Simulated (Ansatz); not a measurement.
Structure: KCl built on the NiAs prototype, at its r2SCAN minimum. It is hexagonal, P6_3/mmc (No. 194); conventional cell a = 4.340 Å, c = 7.636 Å, 31.14 Å³ an atom. K is surrounded by 6 Cl at 3.15 Å; Cl is surrounded by 6 K at 3.15 Å.

The questions ask for values computed with Ansatz on this geometry. These are computed values for a spin-unpolarised cell that may be hypothetical; none is a measurement.

Task: What gap does PBE give, and where are the band edges?

Result: The PBE gap is direct at Γ: 5.13 eV.

Task: Estimate the gap with LDA on 12×12×4.

Result: The LDA gap is direct at Γ: 4.68 eV. The gap differs by -0.45 eV from PBE's.

Task: Estimate the gap with r2SCAN on 12×12×4.

Result: r2SCAN gives a direct gap of 5.76 eV at Γ. The gap differs by +0.63 eV from PBE's.

Task: Estimate the gap with HSE06 on 6×6×2.

Result: HSE06 gives a direct gap of 6.44 eV at Γ. The gap differs by +1.31 eV from PBE's.

Task: Order these levels by the gap that they give, smallest first.
A. HSE06
B. PBE0
C. PBE
D. r2SCAN
E. LDA
F. r2SCAN0
G. DDH-PBE0
H. LC-ωPBE

Result: E (4.68 eV), C (5.13 eV), D (5.76 eV), A (6.44 eV), B (7.17 eV), F (7.50 eV), G (8.68 eV), H (11.85 eV).

Task: What does G0W0@PBE with 371 empty bands, a screening cutoff of 120 eV and a 6×6×2 mesh give?

Result: 7.80 eV (PBE's gap over the path plus the quasiparticle shift read on the mesh). Over the mesh points the PBE gap of 5.13 eV becomes a quasiparticle gap of 7.80 eV (direct at Γ), a change of +2.67 eV. Renormalisation factors Z lie between 0.80 and 0.87. No extrapolation in bands, cutoff or mesh was made for G0W0.

Task: Roughly how does the cost of the HSE06 run (6×6×2) compare with r2SCAN's (12×12×4)?

Result: About 6 times as much (5 core-minutes against 40 core-seconds, on 2 threads of Intel(R) Xeon(R) Processor @ 2.50GHz (Skylake/Cascade Lake), with other jobs on the host).

Task: Relaxed again with PBEsol, is the cell stable at the zone centre, and where do its optical modes lie?

Result: All optical modes at Γ are real, from 86 to 167 cm⁻¹ without the longitudinal term; this says nothing of other wave vectors. With the long-range field the highest mode reaches 212 cm⁻¹.

Task: Going by these computed values, what does each step up buy?

Result: r2SCAN covers 49 % of the step from PBE to HSE06, while HSE06 needs about 6 times r2SCAN's cost (on a coarser mesh). All these functionals give a gap of the same kind, direct.

The meshes of the hybrids are coarse, so their gaps aren't converged to the digits shown.
